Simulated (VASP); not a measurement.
**VASP 6.6.1 run: MgO**

INCAR

```
PREC = Accurate
ISIF = 2
ENCUT = 520
LREAL = .FALSE.
LWAVE = .FALSE.
LASPH = .TRUE.
IBRION = -1
NSW = 0
ALGO = Normal
EDIFF = 1E-7
LCHARG = .FALSE.
SIGMA = 0.01
METAGGA = R2SCAN
ISMEAR = 0
NELM = 91
NBANDS = 11
```

KPOINTS

```
KPOINTS created by Atomic Simulation Environment
0
Gamma
5 5 5
0 0 0
```

POSCAR

```
Mg O
 1.0000000000000000
     0.0000000000000000    2.1442107637999999    2.1442107637999999
     2.1442107637999999    0.0000000000000000    2.1442107637999999
     2.1442107637999999    2.1442107637999999    0.0000000000000000
 Mg  O
   1   1
Cartesian
  0.0000000000000000  0.0000000000000000  0.0000000000000000
  2.1442107637999999  2.1442107637999999  2.1442107637999999
```

The recommended PBE PAW datasets give the neutral cell 8 valence electrons.

Command

```
mpirun -np 1 vasp_std
```

**Question.** Predict the outcome of this run.

**Answer.** It converged. Results: gap between bands v and c on the k mesh 5.08 eV; least direct gap on the k mesh 5.08 eV; pressure -9.9 GPa. Band v is the last that the valence electrons fill when counted band by band, and c is the next.

OSZICAR

```
N       E                     dE             d eps       ncg     rms          rms(c)
DAV:   1     0.613699851406E+01    0.61370E+01   -0.43667E+03   260   0.651E+02
DAV:   2    -0.193178164267E+02   -0.25455E+02   -0.25072E+02   244   0.139E+02
DAV:   3    -0.198494313887E+02   -0.53161E+00   -0.53130E+00   271   0.161E+01
DAV:   4    -0.198509212010E+02   -0.14898E-02   -0.14898E-02   232   0.981E-01
DAV:   5    -0.198509268519E+02   -0.56508E-05   -0.56508E-05   262   0.614E-02    0.678E+00
DAV:   6    -0.160315450672E+02    0.38194E+01   -0.57951E+00   226   0.127E+01    0.196E+00
DAV:   7    -0.161103374972E+02   -0.78792E-01   -0.18696E-01   244   0.316E+00    0.144E+00
DAV:   8    -0.161231304033E+02   -0.12793E-01   -0.58514E-02   229   0.242E+00    0.487E-01
DAV:   9    -0.161203664159E+02    0.27640E-02   -0.85273E-03   229   0.609E-01    0.136E-01
DAV:  10    -0.161203237896E+02    0.42626E-04   -0.83583E-04   250   0.208E-01    0.190E-02
DAV:  11    -0.161203429042E+02   -0.19115E-04   -0.10133E-05   235   0.282E-02    0.625E-03
DAV:  12    -0.161203446716E+02   -0.17673E-05   -0.43143E-07   241   0.422E-03    0.340E-03
DAV:  13    -0.161203445334E+02    0.13814E-06   -0.74206E-07   232   0.595E-03    0.101E-04
DAV:  14    -0.161203442906E+02    0.24285E-06   -0.34795E-09   113   0.549E-04    0.156E-04
DAV:  15    -0.161203441995E+02    0.91078E-07   -0.13628E-09   119   0.218E-04
   1 F= -.16120344E+02 E0= -.16120344E+02  d E =-.127720E-18
```

Standard output (part)

```
POSCAR found type information on POSCAR MgO
 POSCAR found :  2 types and       2 ions
 LDA part: xc-table for (None), standard interpolation
 POSCAR, INCAR and KPOINTS ok, starting setup
 WAVECAR not read
 entering main loop
```

For comparison, a separate r²SCAN run of the intended cell, on usual settings and not on those above, gives a gap of 5.08 eV on its mesh and a pressure of -9.9 GPa.
